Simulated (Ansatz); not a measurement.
Geometry optimisation, DFT PBEsol, scalar-relativistic, plane waves, PAW in Ansatz 0.2.0.

Input file:

```yaml
accuracy: low
crystal:
  lattice:
    - [0.0, 5.43, 5.43]
    - [5.43, 0.0, 5.43]
    - [5.43, 5.43, 0.0]
  atoms:
    - { symbol: Si, position: [0.0, 0.0, 0.0] }
    - { symbol: Si, position: [0.125, 0.125, 0.125] }
    - { symbol: Si, position: [0.0, 0.0, 0.5] }
    - { symbol: Si, position: [0.125, 0.125, 0.625] }
    - { symbol: Si, position: [0.0, 0.5, 0.0] }
    - { symbol: Si, position: [0.125, 0.625, 0.125] }
    - { symbol: Si, position: [0.0, 0.5, 0.5] }
    - { symbol: Si, position: [0.125, 0.625, 0.625] }
    - { symbol: Si, position: [0.5, 0.0, 0.0] }
    - { symbol: Si, position: [0.625, 0.125, 0.125] }
    - { symbol: Si, position: [0.5, 0.0, 0.5] }
    - { symbol: Si, position: [0.625, 0.125, 0.625] }
    - { symbol: Si, position: [0.5, 0.5, 0.0] }
    - { symbol: Si, position: [0.625, 0.625, 0.125] }
    - { symbol: Si, position: [0.5, 0.5, 0.5] }
    - { symbol: Si, position: [0.625, 0.625, 0.625] }
    - { symbol: Si, position: [0.7325424, 0.7602205, 0.7599087] }
basis:
  ecutwfc: 420.0
kpoints:
  mp_grid: { grid: [2, 2, 2] }
hamiltonian:
  xc: pbesol
  pseudopotentials: { kind: paw, azcp: { folder: soft_1 } }
scf:
  occupations: { method: fermi_dirac, width: 0.05 }
  lower_state_search: "off"
relax:
  f_tol: 0.08
  max_steps: 25
  adjacent_minimum: "off"
output:
  write_density: true
  write_potential: true
  elf: true
  volumetric_format: npy
```

Run as:

```bash
$ ansatz run input.yaml --threads 1 --pin off --max-ram 3072MiB --backend cpu --events-out ev --progress --plain --runs-dir out
```

Question: Where does it end, and by what steps?

Answer: The forces met the threshold. The force dipped under the threshold on the way, but the program's further checks kept it going. Limits of this set-up: coarse k mesh, PAW files made for another functional, a small cell, in which the defect meets its images, low accuracy level. After 3 steps the energy has fallen by 0.185 eV; Si17 moved furthest, 0.11 Å.

```
step  energy less start (eV)  largest force component (eV/Å)  accepted
   0                  0.0000                           0.976       yes
   1                 -0.1517                           0.462       yes
   2                 -0.1846                           0.028       yes
   3                 -0.1846                           0.028       yes
```

```xyz
17
Lattice="0.0000 5.4300 5.4300 5.4300 0.0000 5.4300 5.4300 5.4300 0.0000" Properties=species:S:1:pos:R:3
Si 0.002 0.000 0.000
Si 1.357 1.351 1.351
Si 2.722 2.711 0.032
Si 4.082 4.075 1.352
Si 2.722 0.032 2.711
Si 4.082 1.352 4.075
Si 5.401 2.712 2.712
Si 6.775 4.089 4.089
Si 0.040 2.714 2.714
Si 1.355 4.079 4.079
Si 2.720 5.395 2.715
Si 4.104 6.760 4.096
Si 2.720 2.715 5.395
Si 4.104 4.096 6.760
Si 5.442 5.424 5.424
Si 6.769 6.761 6.761
Si 8.157 8.138 8.138
```

Whether the end is a true minimum wasn't checked by a vibrational analysis.

The run took 24 s on 1 thread of Arm Neoverse V2, with other jobs on the host, peak memory 0.5 GiB.
